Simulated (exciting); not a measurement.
GaN, 2 atoms in the cell. It takes space group F-43m (No. 216, cubic). Conventional cell: a = 4.507 Å, b = 4.507 Å, c = 4.507 Å, α = 90.00°, β = 90.00°, γ = 90.00°. Ga (site symmetry -43m) has 4 N at 1.95 Å as nearest neighbours. N (site symmetry -43m) is surrounded by 4 Ga at 1.95 Å. The cell is a database's computed one.

| Item | Value |
| --- | --- |
| Program | exciting (release sodium) |
| Task | single point |
| Functional | PBEsol |
| Potentials or basis | all-electron LAPW+lo, shipped species files, valence relativity iora* |
| rgkmax | 6.5 |
| k mesh | 7 × 7 × 7 |
| Occupations | gaussian, width 0.027 eV |
| Spin | no spin polarisation |
| outputlevel | normal |
| gmaxvr (cutoff of density and potential) | 14 1/bohr |
| lmaxapw (and lmaxmat) | 10 |
| lmaxvr | 8 |
| nempty | 10 |
| Valence relativity | iora* |
| epsengy | 1e-05 Ha |
| epspot | 1e-05 Ha |
| maxscl | 60 |
| Muffin-tin radii | Ga 2.0, N 1.45 bohr |

Potentials or basis: all-electron LAPW+lo, shipped species files, valence relativity iora*.

Launch:

```bash
$ OMP_NUM_THREADS=2 exciting_smp
```

Hardware: 2 threads of Intel(R) Xeon(R) Platinum 8488C (Sapphire Rapids), with other jobs on the host.

Question: How long does it take, and how much memory?

Answer: Run time: 41 s on 2 threads of Intel(R) Xeon(R) Platinum 8488C (Sapphire Rapids) (shared host), peak memory 0.13 GiB. Counts: scf iterations 16, plane waves 259.
